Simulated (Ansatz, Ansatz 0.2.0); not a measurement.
# Lattice constant of cubic ZrV₂: r²SCAN, PBEsol and LDA all fall short

## Experimental context

The quantity is the cubic lattice constant of the Laves phase ZrV₂. The reference, $a = 7.439$ Å, is a compiled value from a printed reference work on superconductivity and lattice constants of Laves phases; the method behind it is not given with the value. A second value, 7.43 Å, belongs to the diffraction structure from which the calculations start (1978, Crystallography Open Database entry 1541084). It lies 0.009 Å below the reference, and neither sample nor temperature is given with it. The composition of the sample matters here, because ZrV₂ readily takes up hydrogen, which expands the lattice.

| compared with | measured | source's wording or label | method |
| --- | --- | --- | --- |
| a (Å) | 7.439 | cubic lattice constant | compiled value, method not stated * |
| a (Å) | 7.43 | 7.4300 | diffraction refinement behind the database entry |

Where a quantity has several values, deviations refer to the one marked *.

Conditions are those given with the value in the passage it was taken from; "not stated" means there, and the paper may say more elsewhere. The values are a selection: others may have been left out beforehand as unlike or outlying.

## Aim and plan

I want the lattice constant of the cubic phase to within 0.5 % of the reference, or about 0.04 Å. That is a demanding but reasonable target for a transition-metal intermetallic: semilocal functionals commonly err by half a per cent to one per cent in such metals, while thermal expansion and zero-point motion together should add only some 0.2 to 0.3 % to a static cell if the measurement was made near room temperature.

The model is the nonmagnetic six-atom primitive cell. In the MgCu₂ type symmetry fixes both atomic sites, so the relaxation has one degree of freedom, the cell length. ZrV₂ distorts to a rhombohedral structure on cooling; keeping the cubic space group therefore describes the phase that was measured, not the ground state.

I start with r²SCAN and skip LDA as a predictor, since it overbinds 3d metals and would very probably give a cell well over one per cent too short. PBEsol serves as the neighbouring level. After that I will test the numerical settings and the potentials, which matter as much as the functional at this accuracy.

Plain PBE isn't shown in this study.

System: ZrV2, cubic Laves, MgCu2 type; Fd-3m (No. 227), 6 atoms in the primitive cell; the database structure is a diffraction structure: a = 7.430 Å; structure from the Crystallography Open Database.

On the selection of runs and values: Further runs on this system are not shown.

## 1. r²SCAN, its k mesh, and PBEsol

The r²SCAN relaxation on the dense mesh is the main result. I repeat it on a coarser mesh to see how strongly the cell responds to Brillouin-zone sampling, because vanadium d bands at the Fermi level can make that response noticeable. PBEsol on the same dense mesh gives the scale of the functional's influence. I expect both functionals to fall short of the measured length, PBEsol by more.

**Run 1.** Ansatz 0.2.0: r2SCAN, cell and atoms relaxed from the database structure, PAW set soft_2, cutoff 500 eV (default), 8x8x8 k mesh, Gaussian smearing 0.1 eV.

Key lines of the input:
```
crystal:
  # lattice and atoms
kpoints:
  mp_grid: { grid: [8, 8, 8] }
hamiltonian:
  xc: r2scan
scf:
  occupations: { method: gaussian, width: 0.1 }
output:
  forces: true
  stress: true
relax:
  adjacent_minimum: "off"
  f_tol: 0.005
  max_steps: 60
  cell: { stress_tol: 0.03 }
```

Command:
```
ansatz run input.yaml --threads 4 --pin off --max-ram 16384MiB --backend cpu --events-out ev --progress --plain --runs-dir out
```

Selected lines of the output:
```
relax step   1: F+E_penalty+E_count = -20057.77702095 eV  [...]  max|allowed force component| = 6.361e-18 eV/Å  [...]  P = -5.273 GPa  Ω = 102.543 Å³  (8 SCF iters, dr2 threshold 1.00e-7 [...]
relax step   5: F+E_penalty+E_count = -20057.84480386 eV  [...]  max|allowed force component| = 2.038e-17 eV/Å  [...]  P = -0.014 GPa  Ω = 98.562 Å³  [...]
```

Converged; 25 s on 4 cores of Arm Neoverse V1, shared host.

**Run 2.** Ansatz 0.2.0: r2SCAN, cell and atoms relaxed from the database structure, PAW set soft_2, cutoff 500 eV (default), 4x4x4 k mesh, Gaussian smearing 0.1 eV.

Key lines of the input, as changed from run 1:
```diff
  kpoints:
-   mp_grid: { grid: [8, 8, 8] }
+   mp_grid: { grid: [4, 4, 4] }
```

Converged; 10 s of wall time.

**Run 3.** Ansatz 0.2.0: PBEsol, cell and atoms relaxed from the database structure, PAW set soft_2, cutoff 420 eV (default), 8x8x8 k mesh, Gaussian smearing 0.1 eV.

Key lines of the input, as changed from run 1:
```diff
  hamiltonian:
-   xc: r2scan
+   xc: pbesol
```

Command:
```
ansatz run input.yaml --threads 8 --pin off --max-ram 16384MiB --backend cpu --events-out ev --progress --plain --runs-dir out
```

Selected lines of the output:
```
relax step   1: F+E_penalty+E_count = -19797.96678818 eV  [...]  max|allowed force component| = 3.855e-18 eV/Å  [...]  P = -9.350 GPa  Ω = 102.543 Å³  (7 SCF iters, dr2 threshold 1.00e-7 [...]
relax step   5: F+E_penalty+E_count = -19798.18335544 eV  [...]  max|allowed force component| = 2.525e-17 eV/Å  [...]  P = -0.018 GPa  Ω = 95.540 Å³  [...]
```

Converged; 5.9 s on 8 cores of Arm Neoverse V2, shared host.

| quantity | run 1 | run 2 | run 3 | measured |
| --- | --- | --- | --- | --- |
| a (Å) | 7.333 | 7.335 | 7.257 | 7.439 |
| conventional cell volume (Å³) | 394.25 | 394.60 | 382.16 |  |

Both functionals miss the target, and by more than I had anticipated. r²SCAN gives 7.333 Å, 0.106 Å or 1.4 % below the reference; PBEsol gives 7.257 Å, 2.4 % below. The order is the one I expected, but my allowance of 0.2 to 0.3 % for temperature and zero-point motion still leaves r²SCAN more than 1 % short.

The k mesh is not the cause: going from the coarse to the dense one moves the r²SCAN cell by only 0.002 Å. Nor did the relaxation stop early. At the volume of the diffraction cell r²SCAN has a pressure of about −5.3 GPa, a clear pull towards a smaller cell, and at the final volume almost none is left.

## 2. Testing potentials and cutoff with LDA

Before I blame the functionals I want to know whether the PAW set itself shortens the cell, since all three runs share it. LDA allows a direct comparison with norm-conserving PseudoDojo potentials on the same dense mesh, and a higher PAW cutoff tests the basis as well. I use LDA here as a test bench, not as a candidate: its cell should come out shorter still than that of PBEsol. If the potentials are sound, the three LDA cells should agree to about 0.01 Å, far less than the r²SCAN miss. The test carries over to r²SCAN only as an indication, because the potentials are being compared under another functional.

**Run 4.** Ansatz 0.2.0: LDA, cell and atoms relaxed from the database structure, PAW set soft_2, cutoff 420 eV (default), 8x8x8 k mesh, Gaussian smearing 0.1 eV.

Key lines of the input, as changed from run 1:
```diff
  hamiltonian:
-   xc: r2scan
+   xc: lda
```

Selected lines of the output:
```
relax step   7: F+E_penalty+E_count = -19596.52328659 eV  [...]  max|allowed force component| = 2.236e-17 eV/Å  [...]  P = -0.001 GPa  Ω = 92.513 Å³  [...]
```

Converged; 8 s of wall time.

**Run 5.** Ansatz 0.2.0: LDA, PseudoDojo norm-conserving pseudopotentials, cell and atoms relaxed from the database structure, cutoff 1143 eV (default), 8x8x8 k mesh, Gaussian smearing 0.1 eV.

Key lines of the input, as changed from run 4:
```diff
  hamiltonian:
+   pseudopotentials: { kind: nc, accuracy: standard }
```

Selected lines of the output:
```
relax step   6: F+E_penalty+E_count = -10786.81001651 eV  [...]  max|allowed force component| = 3.624e-17 eV/Å  [...]  P = -0.009 GPa  Ω = 92.582 Å³  [...]
```

Converged; 42 s on 4 cores of Arm Neoverse V2, shared host.

**Run 6.** Ansatz 0.2.0: LDA, cell and atoms relaxed from the database structure, PAW set soft_2, cutoff 590 eV, 8x8x8 k mesh, Gaussian smearing 0.1 eV.

Key lines of the input, as changed from run 4:
```diff
+ basis:
+   ecutwfc: 590.0
```

Selected lines of the output:
```
relax step   5: F+E_penalty+E_count = -19596.52693726 eV  [...]  max|allowed force component| = 1.542e-17 eV/Å  [...]  P = -0.023 GPa  Ω = 92.524 Å³  [...]
```

Converged; 14 s of wall time.

| quantity | run 4 | run 5 | run 6 | measured |
| --- | --- | --- | --- | --- |
| a (Å) | 7.179 | 7.181 | 7.180 | 7.439 |
| conventional cell volume (Å³) | 370.05 | 370.33 | 370.10 |  |

The three LDA cells agree to 0.002 Å, well inside the 0.01 Å I had set for the test. Replacing the PAW set with norm-conserving potentials changes $a$ from 7.179 to 7.181 Å, and raising the PAW cutoff gives 7.180 Å, a change too small to separate from the stopping threshold of the relaxations. Under LDA, then, neither the potentials nor the basis can account for a shortfall of the size seen with r²SCAN.

LDA itself lies 0.260 Å or 3.5 % below the reference and, as I had supposed, below PBEsol too. That is a large error even for LDA in a 3d intermetallic. The close agreement between the two kinds of potential points away from a fault in the PAW set and towards either the functionals or the comparison with the measured cell; these runs cannot separate the two.

## Overview

| run | settings | a (Å) | deviation | cost |
| --- | --- | --- | --- | --- |
| 1 | r2SCAN, PAW set soft_2, cutoff 500 eV (default), 8x8x8 k mesh | 7.333 | −0.106 (−1.4 %) | 1.7 core-min |
| 2 | r2SCAN, PAW set soft_2, cutoff 500 eV (default), 4x4x4 k mesh | 7.335 | −0.104 (−1.4 %) | under 1 core-min |
| 3 | PBEsol, PAW set soft_2, cutoff 420 eV (default), 8x8x8 k mesh | 7.257 | −0.182 (−2.4 %) | under 1 core-min |
| 4 | LDA, PAW set soft_2, cutoff 420 eV (default), 8x8x8 k mesh | 7.179 | −0.260 (−3.5 %) | 64 core-s |
| 5 | LDA, PseudoDojo norm-conserving pseudopotentials, cutoff 1143 eV (default), 8x8x8 k mesh | 7.181 | −0.258 (−3.5 %) | 2.8 core-min |
| 6 | LDA, PAW set soft_2, cutoff 590 eV, 8x8x8 k mesh | 7.180 | −0.259 (−3.5 %) | under 1 core-min |
|  | measured | 7.439 |  |  |

Further runs on the same system, made beside this series (convergence steps with loose settings among them):

| further | settings | a (Å) | deviation | cost |
| --- | --- | --- | --- | --- |
| F1 | r2SCAN+rVV10, PAW set soft_2, cutoff 500 eV (default), 8x8x8 k mesh | 7.312 | −0.127 (−1.7 %) | 2.1 core-min |
| F2 | PBEsol+D3(BJ), PAW set soft_2, cutoff 420 eV (default), 8x8x8 k mesh | 7.151 | −0.288 (−3.9 %) | under 1 core-min |
| F3 | BLYP+D3(BJ), PAW set soft_2, cutoff 420 eV (default), 8x8x8 k mesh | 7.163 | −0.276 (−3.7 %) | under 1 core-min |
| F4 | LDA, PAW set soft_2, cutoff 420 eV (default), 4x4x4 k mesh | 7.185 | −0.254 (−3.4 %) | under 1 core-min |
| F5 | LDA, PAW set soft_2, cutoff 420 eV (default), 10x10x10 k mesh | 7.179 | −0.260 (−3.5 %) | 83 core-s |
|  | measured | 7.439 |  |  |

## Assessment

The r²SCAN calculation misses the 0.5 % target: it gives $a = 7.333$ Å, 1.4 % below the reference, for 1.7 core-minutes. PBEsol falls 2.4 % short and LDA 3.5 %.

Thermal expansion and zero-point motion would lengthen the static cell, but by my rough allowance of 0.2 to 0.3 % they leave more than 1 % unexplained. The k mesh changes the r²SCAN cell by only 0.002 Å. Under LDA, a still denser mesh, a higher cutoff and norm-conserving potentials each shift the cell by no more than about 0.002 Å. The change of potentials was the most useful check, though it supports r²SCAN only indirectly; a corresponding test under r²SCAN itself is not shown in this report.

Added dispersion makes matters worse. The rVV10 term shortens the r²SCAN cell from 7.333 to 7.312 Å, and D3(BJ) shortens that of PBEsol from 7.257 to 7.151 Å. BLYP with D3(BJ) is also far too short, at 7.163 Å.

The likeliest main cause is overbinding of the vanadium d states by these functionals, which would have the right sign; that is an argument from theory, not something the runs isolate. Hydrogen in the measured samples would also act in this direction by expanding the lattice, but nothing here indicates that they contained any. The two measured values lie close together, and a miss by every functional shown is not in itself a reason to doubt them. The low-temperature rhombohedral distortion lies outside the cubic model, but the reference is the lattice constant of the cubic phase, so like is compared with like.

Plain PBE would be a useful comparison, since it usually gives longer cells than PBEsol; it is not shown in this report.

[Logs are printed without paths, hosts, clocks, repeated set-up lines and the standing remarks that a program may print on its own settings, such as how far it seeks lower states.]

[The runs shown are a pick from a larger set of finished runs; failed, doubtful and other runs were left out of it ahead of writing. So were measured values far from every level or from commonly accepted values, and agreement can look better than it is. Lines of input and output are excerpts and may be shortened.]
